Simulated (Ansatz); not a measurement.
In under changes of volume

One of the cells (26.686 Å³/atom); the others are scaled copies at fixed shape and fractional positions:

```xyz
1
Lattice="-1.8825 1.8825 1.8825 1.8825 -1.8825 1.8825 1.8825 1.8825 -1.8825" Properties=species:S:1:pos:R:3 pbc="T T T"
In    0.0000    0.0000    0.0000
```

This isn't the form of In at room conditions, which is tetragonal.

```yaml
Program: Ansatz 0.2.0
Functional: r2SCAN
Potentials_or_basis: Ansatz PAW
Cutoff: "500 eV (not typed: the program's choice for these potentials)"
k_mesh: 10 × 10 × 10
Occupations: fermi-dirac, width 0.05 eV
Spin: no spin polarisation
```

```tsv
volume (Å³/atom)	energy over the lowest point (meV/atom)	pressure (GPa)
25.085	10.19	2.6
25.618	3.70	1.5
26.152	0.47	0.6
26.686	0.00	-0.2
27.220	?	?
27.753	5.81	-1.5
28.287	11.60	-2.0
```

**Question.** What does the run at 27.220 Å³/atom give?

**Answer.** Energy over the lowest point 1.88 meV/atom; pressure -0.9 GPa.

Worked out: A Birch-Murnaghan fit of order 3 (a polynomial in V^(-2/3)) to the other rows has its minimum at 26.52 Å³/atom with B0 = V·E''(V) = 37 GPa and B' = 6.3. It gives 1.88 meV/atom at 27.220 Å³/atom, against the run's 1.88, and -dE/dV = -0.9 GPa, against -0.9.

Energies are extrapolated to zero smearing.

Caveats: the PAW data sets come from PBE, with cores solved anew for the run's functional, which leaves a small shift of forces and pressure.
